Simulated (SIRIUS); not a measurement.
MgB2:

```xyz
3
Lattice="3.0850 0.0000 0.0000 -1.5425 2.6717 0.0000 0.0000 0.0000 3.5230" Properties=species:S:1:pos:R:3 pbc="T T T"
Mg    0.0000    0.0000    0.0000
B     1.5425    0.8906    1.7615
B     0.0000    1.7811    1.7615
```

Base run:

- Program: SIRIUS 7.10.0
- Functional: PBE
- Potentials or basis: SG15 1.2 PBE (norm-conserving)
- Cutoff: 1152 eV
- Density cutoff: 4606 eV
- k mesh: 10 × 10 × 8
- Occupations: fermi-dirac, width 0.05 eV
- Spin: no spin polarisation

Its results: band gap on the k mesh none (metal or under the smearing width); pressure -1.7 GPa.

Task: The run is repeated on the same cell with these changes: potentials or basis from SG15 1.2 PBE (norm-conserving) to PseudoDojo 0.4.1 PBE standard (scalar relativistic). What comes out?

Result: Band gap on the k mesh none (metal or under the smearing width); pressure -0.9 GPa.
